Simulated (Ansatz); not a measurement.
## NbC: do energies and stresses tell the same story?

Method: DFT r2SCAN, scalar-relativistic, plane waves, PAW in Ansatz 0.2.0.

Plane waves to 500 eV, a k mesh through Γ of 16×16×16 on the computed 2-atom cell and Gaussian smearing (0.10 eV); no spin polarisation.

Relaxed cell: Fm-3m, a = 4.482 Å, b = 4.482 Å, c = 4.482 Å, α = 90.00°, β = 90.00°, γ = 90.00°, 2 atoms in the primitive cell.

Energies at zero smearing and pressures from the stress tensor, at volumes with shape and atoms relaxed:
| V (Å³/atom) | E − E(first) (meV/atom) | P (GPa) |
| --- | --- | --- |
| 10.578 | 0.00 | 21.88 |
| 10.916 | -33.32 | 10.08 |
| 11.253 | -43.61 | -0.02 |
| 11.591 | -34.21 | -8.66 |
| 11.928 | -7.93 | -16.06 |

Question: Check P = −dE/dV between neighbouring volumes, and get the bulk modulus from the pressures alone.

Answer: With 1 eV/Å³ = 160.2 GPa:
| middle V (Å³/atom) | −ΔE/ΔV (GPa) | mean P (GPa) |
| --- | --- | --- |
| 10.747 | 15.812 | 15.977 |
| 11.084 | 4.886 | 5.030 |
| 11.422 | -4.465 | -4.341 |
| 11.760 | -12.471 | -12.362 |

The two differ by 0.17 GPa at most. The mean of two end pressures misses the average over a step by about ΔV² P″/12, up to 0.15 GPa here; with that taken off 0.01 GPa remains. Around V = 11.253 Å³/atom, the two neighbours give B = −V ΔP/ΔV = 11.253 × 18.74 / 0.675 = 312.4 GPa, against B0 = 311.1 GPa from the Birch–Murnaghan fit of the energies.

Cost: 6 runs of about 0.85 core-minutes in all, on Intel Xeon Platinum 8488C (Sapphire Rapids) (shared hosts).